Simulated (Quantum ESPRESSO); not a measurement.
The system is HfN.

```
CELL_PARAMETERS angstrom
2.82503 0.00000 0.00000
0.00000 2.82503 0.00000
0.00000 0.00000 2.82503
ATOMIC_POSITIONS crystal
Hf 0.50000 0.50000 0.50000
N 0.00000 0.00000 0.00000
```

The cell was built by a generator and needn't be a form met in nature.

Base run:

* Program: Quantum ESPRESSO 7.5
* Functional: PBE
* Potentials or basis: PseudoDojo 0.4 SR PBE stringent
* Cutoff: 1796 eV
* Density cutoff: 7184 eV
* k mesh: 9 × 9 × 9
* Occupations: fermi-dirac, width 0.05 eV
* Spin: no spin polarisation

Its results: band gap on the k mesh none (metal or under the smearing width); pressure -0.1 GPa.

The run is repeated on the same cell with these changes: potentials or basis from PseudoDojo 0.4 SR PBE stringent to JTH 2.0 PBE; cutoff from 1796 eV to 680 eV; density cutoff from 7184 eV to 4082 eV; valence electrons from 31 to 17. What comes out?

Band gap on the k mesh none (metal or under the smearing width); pressure -2.3 GPa.

Caveats: spin-orbit coupling is left out, which moves the levels of the heavy elements.
